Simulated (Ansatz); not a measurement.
# LiH (F-43m) at 4 levels of theory

One geometry, relaxed with PBE; plane waves with PAW potentials in Ansatz, scalar-relativistic. No spin polarisation. Gaps are the least over mesh and band path; pressure is positive in compression, and isn't given for hybrids.

```cif
data_structure
_symmetry_space_group_name_H-M 'F-43m'
_symmetry_Int_Tables_number 216
_cell_length_a 4.2848
_cell_length_b 4.2848
_cell_length_c 4.2848
_cell_angle_alpha 90.000
_cell_angle_beta 90.000
_cell_angle_gamma 90.000
_cell_volume 78.67
loop_
_atom_site_label
_atom_site_type_symbol
_atom_site_symmetry_multiplicity
_atom_site_Wyckoff_symbol
_atom_site_fract_x
_atom_site_fract_y
_atom_site_fract_z
_atom_site_occupancy
Li1 Li 4 c 0.25000 0.25000 0.25000 1
H1 H 4 b 0.50000 0.00000 0.00000 1
```

```
 level  cutoff (eV)    k mesh  gap (eV)  pressure (GPa)
   PBE          420  10×10×10      4.20             0.0
r2SCAN          500  10×10×10      4.72             0.1
 HSE06          420     8×8×8      5.25               -
PBEsol          420  10×10×10      3.98            -0.5
```

The structure comes from a generated guess; another structure or a mixture of phases may lie lower.
